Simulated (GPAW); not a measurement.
# Pd (Fm-3m) in GPAW: a series of runs, part 2 of 2

GPAW 26.7.0. Earlier steps stand in the parts before.

### Step 4. Optical spectrum, PBE

This run uses another cell than the first one, of 14.46 Å³/atom, 1.043 times its volume.

run.py reads:

```python
from ase.dft.bandgap import bandgap
from ase.io import read, write
from gpaw import GPAW, PW
from gpaw.response.df import DielectricFunction

atoms = read('Pd.xyz')

calc = GPAW(mode=PW(450),
            xc='PBE',
            kpts={'size': (9, 9, 9), 'gamma': True},
            occupations={'name': 'fermi-dirac', 'width': 0.05},
            nbands=17,
            convergence={'density': 1e-06},
            maxiter=150,
            txt='gpaw.txt')
atoms.calc = calc
energy = atoms.get_potential_energy()
calc.write('gs.gpw')
write('result.traj', atoms)
print(f'Energy: {energy:.6f} eV')
print('Fermi level:', round(calc.get_fermi_level(), 4), 'eV')
print(f'Gap: {bandgap(calc)[0]:.4f} eV, direct: {bandgap(calc, direct=True)[0]:.4f} eV')

dense = calc.fixed_density(kpts={'size': (30, 30, 30), 'gamma': True},
                           nbands=24, convergence={'bands': 18, 'eigenstates': 1e-7},
                           update_fermi_level=True, txt='dense.txt')
dense.write('dense.gpw', mode='all')

df = DielectricFunction('dense.gpw', frequencies={'type': 'nonlinear', 'domega0': 0.05, 'omega2': 10},
                        eta=0.1, ecut=50, nbands=18, rate='eta', txt='df.txt')
for direction in ['x']:
    df.get_dielectric_function(xc='RPA', direction=direction, filename=f'df_{direction}.csv')
```

Pd.xyz reads:

```xyz
1
Lattice="0.0000000000 1.9334358480 1.9334358480 1.9334358480 0.0000000000 1.9334358480 1.9334358480 1.9334358480 0.0000000000" Properties=species:S:1:pos:R:3 pbc="T T T"
Pd     0.0000000000      0.0000000000      0.0000000000
```

Potentials or basis: GPAW PAW data sets (gpaw-data 1.2.1), pw.

Launch:

```
$ OMP_NUM_THREADS=1 python run.py
```

gpaw.txt:

```text
__  _  _
 | _ |_)|_||  |
 |__||  | ||/\| - 26.7.0

Input parameters:
  mode=PW(ecut=450.00000000000006),
  convergence={'density': 1e-06},
  kpts=MonkhorstPack(size=(9, 9, 9), gamma=True),
  maxiter=150,
  nbands=17,
  occupations=Occupations(name='fermi-dirac', width=0.05),
  xc=XC(name='PBE')

Diagonalizing LCAO Hamiltonian
Converting LCAO to pw mode

       Pd

Atoms  # Å, Bohr magnetons
|   | symbol |        x |        y |        z |    initial magnetic moments |
|---|--------|----------|----------|----------|-----------------------------|
| 0 |     Pd | 0.000000 | 0.000000 | 0.000000 | ( 0.0000,  0.0000,  0.0000) |

Unit cell  # Å
| periodic |        x |        y |        z |  lengths |    angles |
|----------|----------|----------|----------|----------|-----------|
|      yes | 0.000000 | 1.933436 | 1.933436 | 2.734291 | 60.000000 |
|      yes | 1.933436 | 0.000000 | 1.933436 | 2.734291 | 60.000000 |
|      yes | 1.933436 | 1.933436 | 0.000000 | 2.734291 | 60.000000 |

Number of symmetries: 48
Symmetry operations  # r_c * U_cc + t_c -> r_c
|    | kind |            matrix            |
|----|------|------------------------------|
|  0 |  σ   |  1, 0, 0,  1, 0,-1,  1,-1, 0 |
|  1 |  C2  |  1, 0, 0,  1,-1, 0,  1, 0,-1 |
|  2 |  E   |  1, 0, 0,  0, 1, 0,  0, 0, 1 |
|  3 |  σ   |  1, 0, 0,  0, 0, 1,  0, 1, 0 |
|  4 |  C4  |  1, 0,-1,  1, 0, 0,  1,-1, 0 |
|  5 |  S6  |  1, 0,-1,  1,-1, 0,  1, 0, 0 |
|  6 |  σ   |  1, 0,-1,  0, 1,-1,  0, 0,-1 |
|  7 |  C3  |  1, 0,-1,  0, 0,-1,  0, 1,-1 |
|  8 |  S6  |  1,-1, 0,  1, 0, 0,  1, 0,-1 |
|  9 |  C4  |  1,-1, 0,  1, 0,-1,  1, 0, 0 |
| 10 |  C3  |  1,-1, 0,  0,-1, 1,  0,-1, 0 |
| 11 |  σ   |  1,-1, 0,  0,-1, 0,  0,-1, 1 |
| 12 |  σ   |  0, 1, 0,  1, 0, 0,  0, 0, 1 |
| 13 |  C4  |  0, 1, 0,  0, 1,-1, -1, 1, 0 |
| 14 |  C3  |  0, 1, 0,  0, 0, 1,  1, 0, 0 |
| 15 |  S6  |  0, 1, 0, -1, 1, 0,  0, 1,-1 |
| 16 |  C2  |  0, 1,-1,  1, 0,-1,  0, 0,-1 |
| 17 |  σ   |  0, 1,-1,  0, 1, 0, -1, 1, 0 |
| 18 |  S4  |  0, 1,-1,  0, 0,-1,  1, 0,-1 |
| 19 |  C4  |  0, 1,-1, -1, 1, 0,  0, 1, 0 |
| 20 |  C3  |  0, 0, 1,  1, 0, 0,  0, 1, 0 |
| 21 |  σ   |  0, 0, 1,  0, 1, 0,  1, 0, 0 |
| 22 |  S6  |  0, 0, 1,  0,-1, 1, -1, 0, 1 |
| 23 |  C4  |  0, 0, 1, -1, 0, 1,  0,-1, 1 |
| 24 |  S4  |  0, 0,-1,  1, 0,-1,  0, 1,-1 |
| 25 |  C3  |  0, 0,-1,  0, 1,-1,  1, 0,-1 |
| 26 |  C2  |  0, 0,-1,  0,-1, 0, -1, 0, 0 |
| 27 |  S6  |  0, 0,-1, -1, 0, 0,  0,-1, 0 |
| 28 |  S4  |  0,-1, 1,  1,-1, 0,  0,-1, 0 |
| 29 |  C4  |  0,-1, 1,  0, 0, 1, -1, 0, 1 |
| 30 |  C2  |  0,-1, 1,  0,-1, 0,  1,-1, 0 |
| 31 |  σ   |  0,-1, 1, -1, 0, 1,  0, 0, 1 |
| 32 |  C3  |  0,-1, 0,  1,-1, 0,  0,-1, 1 |
| 33 |  S6  |  0,-1, 0,  0, 0,-1, -1, 0, 0 |
| 34 |  S4  |  0,-1, 0,  0,-1, 1,  1,-1, 0 |
| 35 |  C2  |  0,-1, 0, -1, 0, 0,  0, 0,-1 |
| 36 |  C2  | -1, 1, 0,  0, 1, 0,  0, 1,-1 |
| 37 |  S6  | -1, 1, 0,  0, 1,-1,  0, 1, 0 |
| 38 |  S4  | -1, 1, 0, -1, 0, 1, -1, 0, 0 |
| 39 |  C3  | -1, 1, 0, -1, 0, 0, -1, 0, 1 |
| 40 |  S6  | -1, 0, 1,  0, 0, 1,  0,-1, 1 |
| 41 |  C2  | -1, 0, 1,  0,-1, 1,  0, 0, 1 |
| 42 |  C3  | -1, 0, 1, -1, 1, 0, -1, 0, 0 |
| 43 |  S4  | -1, 0, 1, -1, 0, 0, -1, 1, 0 |
| 44 |  C2  | -1, 0, 0,  0, 0,-1,  0,-1, 0 |
| 45 |  i   | -1, 0, 0,  0,-1, 0,  0, 0,-1 |
| 46 |  σ   | -1, 0, 0, -1, 1, 0, -1, 0, 1 |
| 47 |  C2  | -1, 0, 0, -1, 0, 1, -1, 1, 0 |

BZ-sampling:
  Number of BZ points: 729
  Number of IBZ points: 35

  Monkhorst-Pack size: [9, 9, 9]
  Monkhorst-Pack shift: [0, 0, 0]

K-points  # in reciprocal-cell coordinates
|     |                                coordinates |     weight |
|-----|--------------------------------------------|------------|
|   0 | (  0.00000000,   0.00000000,   0.00000000) | 0.00137174 |
|   1 | (  0.11111111,   0.11111111,   0.00000000) | 0.00823045 |
|   2 | (  0.11111111,   0.11111111,   0.11111111) | 0.01097394 |
|   3 | (  0.22222222,   0.11111111,   0.11111111) | 0.01646091 |
|   4 | (  0.22222222,   0.22222222,   0.00000000) | 0.00823045 |
|   5 | (  0.22222222,   0.22222222,   0.11111111) | 0.03292181 |
|   6 | (  0.22222222,   0.22222222,   0.22222222) | 0.01097394 |
|   7 | (  0.33333333,   0.22222222,   0.11111111) | 0.03292181 |
|   8 | (  0.33333333,   0.22222222,   0.22222222) | 0.03292181 |
|   9 | (  0.33333333,   0.33333333,  -0.33333333) | 0.01646091 |
| ... |                                            |            |
|  34 | (  0.44444444,   0.44444444,   0.44444444) | 0.01097394 |

Plane wave coefficients: 331
Cutoff: 450.00000000000006 eV

Spin-components: 1 (collinear spins)
Bands:           17
Projectors:      6
Spin-degeneracy: 2
Datatype:        complex128

Parallelization:
  kpt:    1
  domain: 1
  band:   1

Density:
  Valence electrons: 16.0
  Components: 1
  Grid points: [14 14 14]
  Charge: 0.0  # |e|

Potential:
  Grid points: [14 14 14]

species:
  Pd:
    name:    Palladium
    Z:       46.0
    valence: 16
    core:    30
    charge:  0.0  # [|e|]
    compensation charges:
      type: gauss
      rc: 0.38  # [Å]
      lmax: 2
    cutoffs:
      filter: 2.38  # [Å]
      core: 2.28  # [Å]
    projectors
    | kind |    occ | energy [eV] | rcut [Å] |
    |------|--------|-------------|----------|
    |   5s |  0.000 |      -3.315 |    1.228 |
    |   4p |  6.000 |     -51.209 |    1.360 |
    |   5p |  0.000 |      -0.314 |    1.360 |
    |   4d | 10.000 |      -4.047 |    1.228 |
    |    s |        |      23.896 |    1.228 |
    |    d |        |      23.165 |    1.228 |

    Using partial waves for Pd as LCAO basis

Reference energy: -137227.490718  # eV

eigensolver:
  PPCG
  Converge bands: occupied
  niter=2

density mixing:
  MSR1-Mixer
  Pratt-step length: 0.05
  Maximum mixing coefficient: 0.75
  Old densities: 10
  SVD Regularization: 0.005
  Good broyden scale: 1.0
  Trust region scale: 1.0
  Backstep threshold: 4.0
  History deletion threshold: 6.0
  Fourier metric: weight=20.0, sigma=0.015

occupation numbers:
  Fermi-Dirac:
    width: 0.0500  # eV

poisson solver:
  ecut: 3600.0000000000005  # eV

xc functional:
  name: PBE with 2 nearest neighbor stencil

convergence criteria:
- Maximum integral of absolute [dens]ity change: 1e-06 electrons / valence electron
- Maximum [total energy] change in last 3 cyles: 0.0005 eV / valence electron
- Maximum integral of absolute [eigenst]ate change: 4e-08 eV^2 / valence electron
maximum number of iterations: 150

SCF iterations
|iter     | |      energy | eigst |  dens |
|---------|-|-------------|-------|-------|
|iter:   1| |   -4.828912 | -0.23 |       |
|iter:   2| |   -4.594889 | -2.62 | -0.98 |
|iter:   3| |   -3.858308 | -1.48 | -1.04 |
|iter:   4| |   -3.848828 | -3.53 | -2.04 |
|iter:   5| |   -3.845569 | -3.88 | -2.19 |
|iter:   6| |   -3.845572c| -6.40 | -3.74 |
|iter:   7| |   -3.845573c| -7.50c| -4.06 |
|iter:   8| |   -3.845573c| -8.77c| -5.26 |
|iter:   9| |   -3.845573c| -9.20c| -5.72 |
|iter:  10| |   -3.845573c|-10.20c| -7.39c|

Converged in 10 steps
Energy contributions relative to reference atoms: (reference = -137227.490718)

Energy contributions:
  Kinetic:          -0.486578
  Coulomb:          -3.763286
  Zero:             -0.134781
  External:          0.000000
  Xc:                0.547893
  Entropy:          -0.017643
  Spinorbit:         0.000000
  ----------------------------
  Free energy:      -3.854395
  Extrapolated:     -3.845573

dipole moment: (-11.490658, -11.490658, -11.490658)  # |e|*Ang

Fermi level: 9.798
Eigenvalues  # (at kpt = [0.000, 0.000, 0.000])
| band index |      eig [eV] | occ [0-2] |
|------------|---------------|-----------|
|          0 |       -39.912 |     2.000 |
|          1 |       -39.912 |     2.000 |
|          2 |       -39.912 |     2.000 |
|          3 |         2.544 |     2.000 |
|          4 |         6.886 |     2.000 |
|          5 |         6.886 |     2.000 |
[... 9 lines left out ...]
|         15 |        40.452 |     0.000 |
|         16 |        40.452 |     0.000 |

No gap
No difference between direct/indirect transitions
# Writing to gs.gpw (mode='')
```

Run time: 91 s. Hardware: 1 thread of Arm Neoverse V2, shared host; peak memory 0.4 GiB.

Results:

```yaml
Free_energy: -3.8544 eV
Band_gap_on_the_k_mesh: none (metal or under the smearing width)
```

Dielectric function (mean over the directions given):
```csv
energy (eV),real part,imaginary part
0.51,-124.69,137.55
1.15,-35.95,44.13
1.77,-21.37,23.22
2.42,-12.16,14.27
3.04,-7.90,9.00
3.69,-5.34,6.43
4.30,-4.22,4.72
4.94,-3.37,4.62
5.53,-3.26,3.99
6.15,-2.17,2.65
6.87,-1.49,1.93
7.55,-0.79,1.42
8.16,0.01,1.50
8.80,0.39,1.37
9.47,0.55,1.70
10.06,0.62,1.82
10.67,0.39,1.75
11.31,0.72,1.75
11.96,0.67,1.92
12.53,0.56,1.82
13.36,0.70,1.77
13.97,0.53,1.78
14.61,0.52,1.72
15.26,0.50,1.74
15.94,0.43,1.58
16.64,0.37,1.39
17.36,0.47,1.28
18.12,0.58,1.20
18.90,0.67,1.22
19.87,0.86,1.67
```

Caveat: the intraband term hangs on this k mesh; the long-wavelength limit can be off by several per cent where d states take part; independent-particle spectra lack excitons.

### Step 5. Optical spectrum, PBE

This run uses another cell than the first one, of 14.75 Å³/atom, 1.064 times its volume.

run.py is that of step 4.

Pd.xyz reads:

```xyz
1
Lattice="0.0000000000 1.9465000000 1.9465000000 1.9465000000 0.0000000000 1.9465000000 1.9465000000 1.9465000000 0.0000000000" Properties=species:S:1:pos:R:3 pbc="T T T"
Pd     0.0000000000      0.0000000000      0.0000000000
```

Potentials or basis: GPAW PAW data sets (gpaw-data 1.2.1), pw.

Launch:

```
$ OMP_NUM_THREADS=1 python run.py
```

gpaw.txt:

```text
__  _  _
 | _ |_)|_||  |
 |__||  | ||/\| - 26.7.0

Input parameters:
  mode=PW(ecut=450.00000000000006),
  convergence={'density': 1e-06},
  kpts=MonkhorstPack(size=(9, 9, 9), gamma=True),
  maxiter=150,
  nbands=17,
  occupations=Occupations(name='fermi-dirac', width=0.05),
  xc=XC(name='PBE')

Diagonalizing LCAO Hamiltonian
Converting LCAO to pw mode

       Pd

Atoms  # Å, Bohr magnetons
|   | symbol |        x |        y |        z |    initial magnetic moments |
|---|--------|----------|----------|----------|-----------------------------|
| 0 |     Pd | 0.000000 | 0.000000 | 0.000000 | ( 0.0000,  0.0000,  0.0000) |

Unit cell  # Å
| periodic |        x |        y |        z |  lengths |    angles |
|----------|----------|----------|----------|----------|-----------|
|      yes | 0.000000 | 1.946500 | 1.946500 | 2.752767 | 60.000000 |
|      yes | 1.946500 | 0.000000 | 1.946500 | 2.752767 | 60.000000 |
|      yes | 1.946500 | 1.946500 | 0.000000 | 2.752767 | 60.000000 |

Number of symmetries: 48
[... 161 lines left out ...]
|---------|-|-------------|-------|-------|
|iter:   1| |   -4.856606 | -0.27 |       |
|iter:   2| |   -4.616647 | -2.62 | -0.98 |
|iter:   3| |   -3.874161 | -1.47 | -1.03 |
|iter:   4| |   -3.864905 | -3.50 | -2.03 |
|iter:   5| |   -3.861774 | -3.79 | -2.18 |
|iter:   6| |   -3.861777c| -6.32 | -3.73 |
|iter:   7| |   -3.861779c| -7.45c| -4.06 |
|iter:   8| |   -3.861779c| -8.76c| -5.24 |
|iter:   9| |   -3.861779c| -9.26c| -5.73 |
|iter:  10| |   -3.861779c|-10.23c| -7.40c|

Converged in 10 steps
Energy contributions relative to reference atoms: (reference = -137227.490718)

Energy contributions:
  Kinetic:          -1.893093
  Coulomb:          -2.605986
  Zero:             -0.136118
  External:          0.000000
  Xc:                0.782601
  Entropy:          -0.018366
  Spinorbit:         0.000000
  ----------------------------
  Free energy:      -3.870962
  Extrapolated:     -3.861779

dipole moment: (-11.562229, -11.562229, -11.562229)  # |e|*Ang

Fermi level: 9.457
Eigenvalues  # (at kpt = [0.000, 0.000, 0.000])
| band index |      eig [eV] | occ [0-2] |
|------------|---------------|-----------|
|          0 |       -40.204 |     2.000 |
|          1 |       -40.204 |     2.000 |
|          2 |       -40.204 |     2.000 |
|          3 |         2.361 |     2.000 |
|          4 |         6.640 |     2.000 |
|          5 |         6.640 |     2.000 |
[... 9 lines left out ...]
|         15 |        39.718 |     0.000 |
|         16 |        39.718 |     0.000 |

No gap
No difference between direct/indirect transitions
# Writing to gs.gpw (mode='')
```

df.txt:

```text
NonLinearFrequencyDescriptor(from 0.000 to 91.452 eV, 383 points)
NonLinearFrequencyDescriptor(from 0.000 to 91.452 eV, 383 points)

Calculating chi0 body with:
    Ground state adapter containing:
    Number of spins: 1
    Number of kpoints: 27000
    Number of irreducible kpoints: 752
    Number of completely occupied states: 5
    Number of partially occupied states: 9

    Linear response parametrization:
    q_c: [0.0, 0.0, 0.0]
    Number of frequency points: 383
[... 42 lines left out ...]
    Number of spins: 1
    Number of kpoints: 27000
    Number of irreducible kpoints: 752
    Number of completely occupied states: 5
    Number of partially occupied states: 9

Symmetries of q_c:
    Direct symmetries (Uq -> q): 48
    Indirect symmetries (TUq -> q): 0
In total 48 allowed symmetries.

Integral kind: intraband
Plasma frequency:
[[6.73+0.j 0.  +0.j 0.  +0.j]
 [0.  -0.j 6.73+0.j 0.  +0.j]
 [0.  -0.j 0.  +0.j 6.73+0.j]]

Finished calculating chi0
```

It took 91 s on 1 thread of Arm Neoverse V2, shared host; peak memory 0.4 GiB.

Results:

* Free energy: -3.8710 eV
* Band gap on the k mesh: none (metal or under the smearing width)

Dielectric function (mean over the directions given):
```csv
energy (eV),real part,imaginary part
0.51,-114.34,133.34
1.15,-33.69,42.83
1.77,-20.20,22.32
2.42,-12.21,14.23
3.04,-7.52,9.16
3.69,-5.03,6.54
4.30,-3.77,4.65
4.94,-3.27,4.42
5.53,-3.06,3.41
6.15,-2.05,2.83
6.87,-1.36,1.94
7.55,-0.58,1.41
8.16,-0.05,1.56
8.80,0.56,1.52
9.47,0.73,1.85
10.06,0.53,1.88
10.67,0.63,1.66
11.31,0.70,1.80
11.96,0.61,1.77
12.53,0.60,1.66
13.36,0.66,1.73
13.97,0.66,1.77
14.61,0.56,1.70
15.26,0.43,1.69
15.94,0.35,1.54
16.64,0.41,1.38
17.36,0.44,1.29
18.12,0.57,1.23
18.90,0.71,1.19
19.87,0.74,1.72
```

Caveat: the intraband term hangs on this k mesh; the long-wavelength limit can be off by several per cent where d states take part; independent-particle spectra lack excitons.

### Step 6. Summary

| cell | gap on the mesh (eV) |
| --- | --- |
| Fm-3m, 13.87 Å³/atom | none |
| Fm-3m, 14.16 Å³/atom | none |
| Fm-3m, 14.46 Å³/atom | none |
| Fm-3m, 14.75 Å³/atom | none |

Alike in all rows: task optical spectrum; level PBE; potentials or basis GPAW PAW data sets (gpaw-data 1.2.1), pw; no spin polarisation; k mesh 9 × 9 × 9; cutoff (eV) 450; smearing fermi-dirac 0.05 eV.

Every run on the cell as given and a fine mesh finds a metal.

Caveats: the intraband term hangs on this k mesh; the long-wavelength limit can be off by several per cent where d states take part; independent-particle spectra lack excitons.

Absolute energies hang on the potentials; compare differences alone.
